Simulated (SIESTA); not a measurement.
Crystal: Al2O3 (Corundum).

```xyz
10
Lattice="2.3803 1.3742 4.3319 -2.3803 1.3742 4.3319 0.0000 -2.7485 4.3319" Properties=species:S:1:pos:R:3 pbc="T T T"
Al    0.0000    0.0000   11.0743
Al    0.0000    0.0000    8.4191
Al    0.0000    0.0000    1.9213
Al    0.0000    0.0000    4.5765
O    -1.6503   -0.1099    5.4148
O     0.7300    1.4841    5.4148
O     0.9203   -1.3742    5.4148
O     1.6503    0.1099    7.5808
O    -0.7300   -1.4841    7.5808
O    -0.9203    1.3742    7.5808
```

Base run:

- Program: SIESTA 5.4.2
- Functional: PW86PBE
- Potentials or basis: PseudoDojo 0.4 standard (PBE files)
- Basis: DZP (energy shift 0.002 Ry; radii capped at 9.5 bohr)
- Grid cutoff: 800 Ry
- Energy shift: 0.002 Ry
- k mesh: 7 × 7 × 7
- Occupations: fermi-dirac, width 0.05 eV
- Spin: no spin polarisation

Its results: band gap on the k mesh 6.34 eV, direct; pressure 14.2 GPa; largest force 0.139 eV/Å.

Q: The run is repeated on the same cell with these changes: functional from PW86PBE to PBE; potentials or basis from PseudoDojo 0.4 standard (PBE files) to SG15 1.2 with PseudoDojo 0.4 standard (PBE files). What comes out?

A: Band gap on the k mesh 6.24 eV, direct; pressure 9.4 GPa; largest force 0.032 eV/Å.

Caveats: the basis of atomic orbitals isn't converged, which shifts pressures, moduli and gaps; the potentials were made for another functional, which shifts forces and pressure (some runs).

Not every run made on this cell is shown here.
